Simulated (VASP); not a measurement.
# SnTe2 in VASP: one cell, several levels of theory

SnTe2 (CdCl2 type) is computed at one geometry. Runs: PBE, LDA, PBEsol. The results are then set beside those of Ansatz 0.2.0 for the same cell. This is a trial cell built on a prototype, not taken from a measured structure, and it needn't be the compound's ground state.

Program: VASP 6.6.1. PAW datasets, plane waves. (Calculated; spin-unpolarised; the phase may be known or hypothetical.)

## Step 1: Starting point

The cell comes from an earlier relaxation with r2SCAN+rVV10 in another program.

The symmetry is R-3m (No. 166, trigonal); a = 4.177 Å, c = 18.873 Å in the conventional setting, 31.68 Å³ an atom. Near Sn stand 6 Te at 2.97 Å; near Te stand 3 Sn at 2.97 Å.

As a file:

```cif
data_structure
_symmetry_space_group_name_H-M 'P 1'
_symmetry_Int_Tables_number 1
_cell_length_a 6.7373
_cell_length_b 6.7373
_cell_length_c 6.7373
_cell_angle_alpha 36.114
_cell_angle_beta 36.114
_cell_angle_gamma 36.114
_cell_volume 95.04
loop_
_atom_site_label
_atom_site_type_symbol
_atom_site_fract_x
_atom_site_fract_y
_atom_site_fract_z
_atom_site_occupancy
Sn1 Sn 0.00000 0.00000 0.00000 1
Te1 Te 0.24137 0.24137 0.24137 1
Te2 Te 0.75863 0.75863 0.75863 1
```

## Step 2: PBE at this geometry

INCAR reads:

```
ENCUT = 520.000000
SIGMA = 0.020000
EDIFF = 1.00e-07
GGA = PE
PREC = Accurate
IBRION = -1
ISIF = 2
ISMEAR = -1
NBANDS = 20
NELM = 120
NSW = 0
LASPH = .TRUE.
LCHARG = .FALSE.
LWAVE = .FALSE.
LREAL = .FALSE.
```

KPOINTS reads:

```
KPOINTS created by Atomic Simulation Environment
0
Gamma
8 8 8
0 0 0
```

KPOINTS_OPT reads:

```
special points
13
Reciprocal
0.0000000000 0.0000000000 0.0000000000 1
0.5000000000 0.0000000000 0.0000000000 1
0.5000000000 0.1911540932 -0.1911540932 1
0.8088459068 0.5000000000 0.1911540932 1
0.5000000000 0.5000000000 0.5000000000 1
0.3455770466 0.0000000000 -0.3455770466 1
0.6544229534 0.3455770466 0.0000000000 1
0.5000000000 0.5000000000 0.0000000000 1
0.6544229534 0.6544229534 0.1911540932 1
0.8088459068 0.3455770466 0.3455770466 1
0.0000000000 0.1250000000 -0.1250000000 1
0.7779613161 0.3110193419 0.3110193419 1
0.6080960674 0.6080960674 0.1338078652 1
```

POSCAR reads:

```
Sn Te
 1.0000000000000000
     2.0883103829343739    1.2056865617386514    6.2909642583494847
    -2.0883103829343739    1.2056865617386514    6.2909642583494847
    -0.0000000000000000   -2.4113731234773019    6.2909642583494847
 Sn  Te
   1   2
Cartesian
  0.0000000000000000 -0.0000000000000000 -0.0000000000000000
  0.0000000000000000  0.0000000000000002  4.5552829180707963
  0.0000000000000000  0.0000000000000007 14.3176098569776542
```

The run uses the recommended PBE PAW datasets (26 valence electrons a neutral cell).

Started as:

```console
$ mpirun -np 1 vasp_std
```

Standard output, without the iteration lines:

```text
POSCAR found type information on POSCAR SnTe
 POSCAR found :  2 types and       3 ions
 LDA part: xc-table for (Slater+PW92), standard interpolation
 POSCAR, INCAR and KPOINTS ok, starting setup
 FFT: planning ... GRIDC
 FFT: planning ... GRID_SOFT
 FFT: planning ... GRID
 WAVECAR not read
 entering main loop
 Start KPOINTS_OPT (optional k-point list driver)
k-point batch [1-13\13]
```

OSZICAR:

```text
N       E                     dE             d eps       ncg     rms          rms(c)
DAV:   1     0.182721167896E+03    0.18272E+03   -0.11585E+04  2624   0.135E+03
DAV:   2     0.914755821719E+01   -0.17357E+03   -0.16763E+03  2760   0.336E+02
DAV:   3    -0.963572325697E+01   -0.18783E+02   -0.18380E+02  3172   0.102E+02
DAV:   4    -0.103860184483E+02   -0.75030E+00   -0.74394E+00  3152   0.206E+01
DAV:   5    -0.104129773323E+02   -0.26959E-01   -0.26957E-01  3556   0.410E+00    0.704E+00
DAV:   6    -0.103663920553E+02    0.46585E-01   -0.11359E-01  3324   0.345E+00    0.454E+00
DAV:   7    -0.103640881295E+02    0.23039E-02   -0.62943E-02  3120   0.191E+00    0.343E-01
DAV:   8    -0.103629056774E+02    0.11825E-02   -0.74288E-03  3052   0.838E-01    0.263E-01
DAV:   9    -0.103630743614E+02   -0.16868E-03   -0.81911E-04  2932   0.185E-01    0.597E-02
DAV:  10    -0.103630934863E+02   -0.19125E-04   -0.52242E-05  3180   0.441E-02    0.253E-02
DAV:  11    -0.103631072445E+02   -0.13758E-04   -0.17747E-05  2900   0.253E-02    0.441E-03
DAV:  12    -0.103631077743E+02   -0.52978E-06   -0.56844E-07  3428   0.561E-03    0.487E-03
DAV:  13    -0.103631077020E+02    0.72297E-07   -0.29075E-07  2740   0.262E-03
   1 F= -.10363108E+02 E0= -.10361558E+02  d E =-.309988E-02
       N       E                     dE             ncg
DAV:   1     0.349374408335E+04   -0.80101E+04      532
DAV:   2     0.127162852640E+04   -0.22221E+04      560
DAV:   3     0.102680425615E+04   -0.24482E+03      624
DAV:   4     0.101745414014E+04   -0.93501E+01      636
DAV:   5     0.101708978096E+04   -0.36436E+00      728
DAV:   6     0.101708434277E+04   -0.54382E-02      652
DAV:   7     0.101708402440E+04   -0.31837E-03      756
DAV:   8     0.101708401854E+04   -0.58602E-05      668
DAV:   9     0.101708401807E+04   -0.47044E-06      468
DAV:  10     0.101708401806E+04   -0.85370E-08      436
```

The lines after F= are the extra pass for the points of KPOINTS_OPT, at fixed density; their E is not a total energy.

From OUTCAR:

```text
k-points           NKPTS =     65   k-points in BZ     NKDIM =     65   number of bands    NBANDS=     20

   NELECT =      26.0000    total number of electrons

   dimension x,y,z NGX =    50 NGY =   50 NGZ =   50
   dimension x,y,z NGXF=   100 NGYF=  100 NGZF=  100

  energy-cutoff  :      520.00
  volume of cell :       95.04
      direct lattice vectors                 reciprocal lattice vectors
     2.088310383  1.205686562  6.290964258     0.239428010  0.138233826  0.052986048
    -2.088310383  1.205686562  6.290964258    -0.239428010  0.138233826  0.052986048
     0.000000000 -2.411373123  6.290964258     0.000000000 -0.276467652  0.052986048

 k-points in reciprocal lattice and weights: KPOINTS created by Atomic Simulation Env
   0.00000000  0.00000000  0.00000000       0.002
   0.12500000  0.00000000  0.00000000       0.012
   0.25000000  0.00000000  0.00000000       0.012
   0.37500000  0.00000000 -0.00000000       0.012
   0.50000000  0.00000000  0.00000000       0.006
   0.12500000  0.12500000  0.00000000       0.012
   0.25000000  0.12500000 -0.00000000       0.023
   0.37500000  0.12500000 -0.00000000       0.023
[... 57 more k-points ...]

 E-fermi :   6.1011

 k-point     1 :       0.0000    0.0000    0.0000
  band No.  band energies     occupation
      1     -15.4317      2.00000
      2     -15.4317      2.00000
      3     -15.4101      2.00000
      4     -15.4050      2.00000
      5     -15.4050      2.00000
      6      -6.4366      2.00000
      7      -4.4669      2.00000
      8      -0.4565      2.00000
      9       5.4218      2.00000
     10       5.4218      2.00000
     11       5.4496      2.00000
     12       5.4496      2.00000
     13       6.0255      1.95546
     14       6.0811      1.46245
     15       8.5843      0.00000
     16       9.0175      0.00000
     17       9.0175      0.00000
     18      12.5119      0.00000
     19      12.5119      0.00000
     20      12.9737      0.00000

 k-point     2 :       0.1250    0.0000    0.0000
  band No.  band energies     occupation
      1     -15.4344      2.00000
      2     -15.4301      2.00000
      3     -15.4087      2.00000
      4     -15.4057      2.00000
      5     -15.4041      2.00000
      6      -6.2901      2.00000
      7      -4.4042      2.00000
      8      -0.3726      2.00000
      9       3.8416      2.00000
     10       4.5382      2.00000
     11       4.9341      2.00000
     12       5.5259      2.00000
     13       6.1394      0.25662
     14       7.2565      0.00000
     15       8.8278      0.00000
     16       9.3483      0.00000
     17       9.4092      0.00000
     18      12.1542      0.00000
     19      12.8930      0.00000
     20      13.2650      0.00000

 k-point     3 :       0.2500    0.0000    0.0000
  band No.  band energies     occupation
      1     -15.4413      2.00000
      2     -15.4273      2.00000
      3     -15.4092      2.00000
      4     -15.4031      2.00000
      5     -15.4011      2.00000
      6      -5.8672      2.00000
      7      -4.2686      2.00000
      8      -0.3199      2.00000
      9       2.4987      2.00000
     10       3.3096      2.00000
     11       4.3520      2.00000
     12       5.2721      2.00000
     13       5.6060      2.00000
     14       7.0882      0.00000
     15       9.3345      0.00000
     16      10.2094      0.00000
     17      10.4581      0.00000
     18      11.7510      0.00000
     19      13.0208      0.00000
     20      13.7748      0.00000

 k-point     4 :       0.3750    0.0000   -0.0000
  band No.  band energies     occupation
      1     -15.4485      2.00000
      2     -15.4256      2.00000
      3     -15.4113      2.00000
      4     -15.3985      2.00000
      5     -15.3968      2.00000
      6      -5.2370      2.00000
      7      -4.2440      2.00000
      8      -0.7139      2.00000
      9       2.0367      2.00000
     10       2.7178      2.00000
     11       3.9384      2.00000
     12       4.6521      2.00000
     13       4.9967      2.00000
     14       6.6543      0.00000
     15       8.8376      0.00000
     16      10.7920      0.00000
     17      11.3801      0.00000
     18      11.7943      0.00000
     19      13.7550      0.00000
     20      14.4673      0.00000

 k-point     5 :       0.5000    0.0000    0.0000
  band No.  band energies     occupation
      1     -15.4516      2.00000
      2     -15.4253      2.00000
      3     -15.4122      2.00000
      4     -15.3966      2.00000
      5     -15.3947      2.00000
      6      -4.6086      2.00000
      7      -4.5690      2.00000
      8      -1.0116      2.00000
      9       1.7812      2.00000
     10       3.1550      2.00000
     11       3.7920      2.00000
     12       3.8375      2.00000
     13       4.8875      2.00000
     14       6.4984      0.00000
     15       8.5347      0.00000
     16      10.9648      0.00000
     17      11.7415      0.00000
     18      11.8120      0.00000
     19      13.4726      0.00000
     20      15.1458      0.00000

 k-point     6 :       0.1250    0.1250    0.0000
  band No.  band energies     occupation
      1     -15.4343      2.00000
      2     -15.4301      2.00000
      3     -15.4087      2.00000
      4     -15.4057      2.00000
      5     -15.4041      2.00000
      6      -6.2765      2.00000
      7      -4.4403      2.00000
      8      -0.3184      2.00000
      9       3.8478      2.00000
     10       4.4405      2.00000
     11       4.7747      2.00000
     12       5.7451      2.00000
     13       6.3069      0.00007
     14       7.1780      0.00000
     15       8.5877      0.00000
     16       9.4190      0.00000
     17       9.4799      0.00000
     18      12.2986      0.00000
     19      12.7444      0.00000
     20      13.2907      0.00000

 k-point     7 :       0.2500    0.1250   -0.0000
  band No.  band energies     occupation
      1     -15.4384      2.00000
      2     -15.4288      2.00000
      3     -15.4069      2.00000
      4     -15.4067      2.00000
      5     -15.4015      2.00000
      6      -5.9792      2.00000
      7      -4.3618      2.00000
      8      -0.2347      2.00000
      9       2.8969      2.00000
     10       3.3801      2.00000
     11       4.5360      2.00000
     12       5.0668      2.00000
     13       6.2012      0.01335
     14       7.4139      0.00000
     15       9.2385      0.00000
     16       9.6763      0.00000
     17      10.1691      0.00000
     18      11.8976      0.00000
     19      12.6347      0.00000
     20      13.3605      0.00000

 k-point     8 :       0.3750    0.1250   -0.0000
  band No.  band energies     occupation
      1     -15.4442      2.00000
      2     -15.4280      2.00000
      3     -15.4088      2.00000
      4     -15.4028      2.00000
      5     -15.3973      2.00000
      6      -5.4387      2.00000
      7      -4.2634      2.00000
      8      -0.5329      2.00000
      9       2.4715      2.00000
     10       2.5784      2.00000
     11       3.9258      2.00000
     12       4.3095      2.00000
     13       5.5521      2.00000
     14       7.2761      0.00000
     15       9.5785      0.00000
     16      10.1156      0.00000
     17      10.8350      0.00000
     18      11.6821      0.00000
     19      12.9328      0.00000
     20      13.6127      0.00000

 k-point     9 :       0.5000    0.1250    0.0000
  band No.  band energies     occupation
      1     -15.4485      2.00000
      2     -15.4278      2.00000
      3     -15.4101      2.00000
      4     -15.3982      2.00000
      5     -15.3957      2.00000
      6      -4.7796      2.00000
      7      -4.3768      2.00000
      8      -1.0190      2.00000
      9       1.9795      2.00000
     10       2.8983      2.00000
     11       3.2430      2.00000
     12       4.1703      2.00000
     13       4.7537      2.00000
     14       7.0956      0.00000
     15       9.3232      0.00000
     16      10.3735      0.00000
     17      11.2712      0.00000
     18      11.8002      0.00000
     19      13.9039      0.00000
     20      14.1036      0.00000

 k-point    10 :      -0.3750    0.1250    0.0000
  band No.  band energies     occupation
      1     -15.4485      2.00000
      2     -15.4278      2.00000
      3     -15.4101      2.00000
      4     -15.3982      2.00000
      5     -15.3957      2.00000
      6      -4.8666      2.00000
      7      -4.2725      2.00000
      8      -0.9721      2.00000
      9       1.9117      2.00000
     10       2.6316      2.00000
     11       3.2994      2.00000
     12       4.0409      2.00000
     13       5.1594      2.00000
     14       7.1175      0.00000
     15       9.4101      0.00000
     16      10.2847      0.00000
     17      11.1698      0.00000
     18      12.0978      0.00000
     19      13.5316      0.00000
     20      14.3598      0.00000

[... the tables of k-points 11 to 65 left out ...]

  Total        1.0859782      1.0859782      1.2532598      0.0000000     -0.0000000      0.0000000
  in kB       18.3076991     18.3076991     21.1277748      0.0000000     -0.0000000      0.0000000
  external PRESSURE =      19.2477243 kB  Pullay stress =       0.0000000 kB

 POSITION                                       TOTAL-FORCE (eV/Angst)
 -----------------------------------------------------------------------------------
      0.00000      0.00000      0.00000        -0.000000      0.000000      0.000000
      0.00000      0.00000      4.55528         0.000000     -0.000000     -0.287091
      0.00000      0.00000     14.31761         0.000000      0.000000      0.287091
 -----------------------------------------------------------------------------------
    total drift:                                0.000000     -0.000000     -0.000000

  FREE ENERGIE OF THE ION-ELECTRON SYSTEM (eV)
  ---------------------------------------------------
  free  energy   TOTEN  =       -10.3631077020 eV

  energy  without entropy=      -10.3600078225  energy(sigma->0) =      -10.36155776
```

Hardware: 1 MPI rank of Intel Xeon 6975P-C, shared host.

The levels at the points of KPOINTS_OPT are read from vasprun.xml.

Near the gap, in eV above the top of the last filled band v; c is the band after it:

| point | v−1 | v | c | c+1 |
| --- | --- | --- | --- | --- |
| Γ | -0.98 | -0.41 | -0.35 | 2.15 |
| L | -2.60 | -1.55 | 0.06 | 2.10 |
| B1 | -1.72 | -1.48 | 0.46 | 2.58 |
| B | -1.72 | -1.48 | 0.46 | 2.58 |
| Z | -0.53 | -0.53 | 1.53 | 1.97 |
| X | -2.05 | -1.29 | 0.46 | 3.16 |
| Q | -2.05 | -1.29 | 0.46 | 3.16 |

PBE: no gap; the band counted as the lowest empty one dips 0.85 eV below the top of the last filled one. The pressure is 1.92 GPa, and the largest force is 0.287 eV/Å, on atom 2 (Te).

[end of part 1 of 3]
